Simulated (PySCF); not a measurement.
## Computed NMR parameters against published values

Numbering as in the mapped SMILES `[CH3:1][C:2]([CH3:3])=[O:4]` (H(Xn): hydrogen on atom n).

Measured values that the calculation should reproduce: δ 13C C2 204.4; C1/C3 30.1 ppm (measured; solution, C6D6, 298 K; Fulmer et al., Organometallics 2010, 29, 2176).
δ 13C C2 206.3; C1/C3 30.6; δ 1H H(C1)/H(C3) 2.09 ppm (measured; solution, DMSO-d6, 298 K; Fulmer et al., Organometallics 2010, 29, 2176).
δ 13C C2 207.4; C1/C3 30.9; δ 1H H(C1)/H(C3) 2.08 ppm (measured; solution, CD3CN, 298 K; Fulmer et al., Organometallics 2010, 29, 2176).
σ 13C C1/C3 157.9; C2 -13.2 ppm (measured; gas, 300 K; A. A. Auer, PhD thesis, Mainz 2002 (Auer, Gauss, Stanton, JCP 2003, 118, 10407)). Coupling constants: 2J(H(C1),H(C1)) -14.9 Hz, 1J(C1,C2) 40.6 Hz.

- NMR shieldings at PBE0/pcSseg-1/GIAO
- couplings computed with B3LYP/pcJ-1 (without the spin–dipole term)
- geometry from GFN2-xTB
- run in PySCF
- equivalent nuclei averaged, non-relativistic, in vacuum, one conformer

Q: What does the calculation give, and how does it compare?

A: 
Reference values: measured (solution, C6D6, 298 K; Fulmer et al., Organometallics 2010, 29, 2176).
```
atoms  quantity  reference  computed  computed, scaled
   C2     δ 13C      204.4     208.1             200.6
C1/C3     δ 13C       30.1      32.1              29.1
```

Reference values: measured (solution, DMSO-d6, 298 K; Fulmer et al., Organometallics 2010, 29, 2176).
```tsv
atoms	quantity	reference	computed	computed, scaled
C2	δ 13C	206.3	208.1	200.6
C1/C3	δ 13C	30.6	32.1	29.1
H(C1)/H(C3)	δ 1H	2.09	2.09	2.06
```

Reference values: measured (solution, CD3CN, 298 K; Fulmer et al., Organometallics 2010, 29, 2176).
| atoms | quantity | reference | computed | computed, scaled |
| --- | --- | --- | --- | --- |
| C2 | δ 13C | 207.4 | 208.1 | 200.6 |
| C1/C3 | δ 13C | 30.9 | 32.1 | 29.1 |
| H(C1)/H(C3) | δ 1H | 2.08 | 2.09 | 2.06 |

Reference values: measured (gas, 300 K; A. A. Auer, PhD thesis, Mainz 2002 (Auer, Gauss, Stanton, JCP 2003, 118, 10407)).
| atoms | quantity | reference | computed |
| --- | --- | --- | --- |
| C1/C3 | σ 13C | 157.9 | 154.8 |
| C2 | σ 13C | -13.2 | -21.2 |

Absolute shieldings are compared as such; zero-point and thermal motion, absent here, lowers them by some tenths of a ppm for H, a few ppm for C and up to about 10 ppm for F.

Computed shifts are σ(ref) − σ with the named reference compound (TMS for H and C) calculated as an isolated molecule at the same level. The measured values may be among those fitted. Scaled to experiment by linear calibration (H and C: mostly CDCl3 data, vs TMS): 1H: δ = 30.01 − 0.943σ (rms 0.17 ppm, 504 shifts, 0.18 ppm with the 4 outliers that the fit left out); 13C: δ = 179.97 − 0.974σ (rms 2.1 ppm, 958 shifts, 2.3 ppm with the 13 outliers that the fit left out). A few per cent of atoms miss by over 2 rms, more outside the fitted compound classes.

Coupling constants in Hz:
```tsv
coupling	reference	computed	source
2J(H(C1),H(C1))	-14.9	-15.2	measured; solution (compiled); Pretsch, Buehlmann, Badertscher, Structure Determination of Organic Compounds, 4th ed., Springer 2009
1J(C1,C2)	40.6	41.4	measured; liquid or solution; F. J. Weigert, PhD thesis, Caltech 1968 (Carbon-13 magnetic resonance spectroscopy)
```

Q: How far are the unscaled 13C shifts from the references?

A: Mean signed difference +1.82 ppm, mean absolute 1.82 ppm over 6 comparisons; the largest is +3.7 ppm at C2 (ketone carbonyl carbon).

Q: How far are the unscaled 1H shifts from the references?

A: Mean signed difference +0.00 ppm, mean absolute 0.00 ppm over 2 comparisons; the largest is +0.01 ppm at H(C1)/H(C3) (hydrogen on a methyl carbon α to a carbonyl).

Q: How far are the unscaled 13C shieldings from the references?

A: Mean signed difference -5.55 ppm, mean absolute 5.55 ppm over 2 comparisons; the largest is -8.0 ppm at C2 (ketone carbonyl carbon).

12 of the 58 published NMR values on file for this molecule are compared. The rest: values from further sources, protons in aromatic solvents.
